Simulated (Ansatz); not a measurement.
## Pd under changes of volume

One of the cells (14.750 Å³/atom); the others are scaled copies at fixed shape and fractional positions:

```xyz
1
Lattice="0.0000 1.9465 1.9465 1.9465 0.0000 1.9465 1.9465 1.9465 0.0000" Properties=species:S:1:pos:R:3 pbc="T T T"
Pd    0.0000    0.0000    0.0000
```

- Program: Ansatz 0.2.0
- Functional: PBEsol
- Dispersion: D3(BJ)
- Potentials or basis: Ansatz PAW
- Cutoff: 420 eV (not typed: the program's choice for these potentials)
- k mesh: 12 × 12 × 12
- Occupations: fermi-dirac, width 0.05 eV
- Spin: no spin polarisation

```tsv
volume (Å³/atom)	energy over the lowest point (meV/atom)	pressure (GPa)
13.865	1.04	3.2
14.160	0.00	-1.7
14.455	7.48	-6.0
14.750	22.38	-9.8
15.045	43.71	-13.0
15.340	?	?
15.635	102.27	-18.3
```

Problem. What does the run at 15.340 Å³/atom give?

Solution. Energy over the lowest point 70.58 meV/atom; pressure -15.8 GPa.

Worked out: A Birch-Murnaghan fit of order 3 (a polynomial in V^(-2/3)) to the other rows has its minimum at 14.05 Å³/atom with B0 = V·E''(V) = 233 GPa and B' = 5.7. It gives 70.59 meV/atom at 15.340 Å³/atom, against the run's 70.58, and -dE/dV = -16.0 GPa, against -15.8.

Energies are extrapolated to zero smearing.

Caveats: pairwise dispersion overbinds metals, which lowers pressure and volume; the PAW data sets come from PBE, with cores solved anew for the run's functional, which leaves a small shift of forces and pressure.
